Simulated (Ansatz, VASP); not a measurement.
## Two plane-wave programs on Co

Contents of INCAR:

```
SYSTEM = Co
ALGO = Normal
EDIFF = 1E-7
ENCUT = 520
GGA = PE
ISIF = 2
ISMEAR = -1
ISPIN = 2
LASPH = .TRUE.
LCHARG = .FALSE.
LMAXMIX = 4
LORBIT = 11
LREAL = .FALSE.
LWAVE = .FALSE.
MAGMOM = 2 2
NBANDS = 20
NELM = 150
PREC = Accurate
SIGMA = 0.08
```

File KPOINTS:

```
k-points
0
G
  17 17 17
  0 0 0
```

File POSCAR:

```
Co
1.0
    0.0000000000      1.7721000000      1.7721000000
   -1.7721000000      1.7721000000      0.0000000000
   -1.7721000000     -1.7721000000      3.5442000000
Co
2
Direct
    0.0000000000      0.0000000000      0.0000000000
    0.0000000000      0.5000000000      0.5000000000
```

Input for Ansatz:

```yaml
crystal:
  lattice:
    - [0.0, 1.7721, 1.7721]
    - [-1.7721, 1.7721, 0.0]
    - [-1.7721, -1.7721, 3.5442]
  atoms:
    - { symbol: Co, position: [0.0, 0.0, 0.0], spin: 2.0 }
    - { symbol: Co, position: [0.0, 0.5, 0.5], spin: 2.0 }
magnetization:
  spin_polarized: true
kpoints:
  mp_grid: { grid: [17, 17, 17] }
scf:
  occupations: { method: fermi_dirac, width: 0.08 }
  lower_state_search: "off"
hamiltonian:
  xc: pbe
  pseudopotentials: { kind: paw }
output:
  forces: true
  stress: true
  eigenvalues: true
  populations: true
```

Alike in both runs: task single point; functional PBE; k mesh 17 × 17 × 17; occupations fermi-dirac, width 0.08 eV; collinear spin.

|  | VASP | Ansatz |
| --- | --- | --- |
| version | VASP 6.6.1 | Ansatz 0.2.0 |
| potentials or method | VASP PAW PBE potentials, release 64 (Co) | PAW with Ansatz's default frozen-core files, scalar-relativistic |
| plane-wave cutoff (eV) | 520 | 420 |
| valence electrons in the cell | 18 | 34 |

VASP gave:

| Property | Result |
| --- | --- |
| pressure (GPa) | -4.4 |
| net moment per atom (μB) | 1.66 |
| size of the moment on the site where the two differ most (μB) | 1.68 |

Q: Estimate Ansatz's values.

A: Pressure (GPa): -3.7; net moment per atom (μB): 1.67; size of the moment on the site where the two differ most (μB): 1.74.

Site moments also hang on the region over which each program counts them. The functional is the same, so the differences come from potentials, cutoffs and numerics. The two sets of potentials don't hold the same shells in valence.
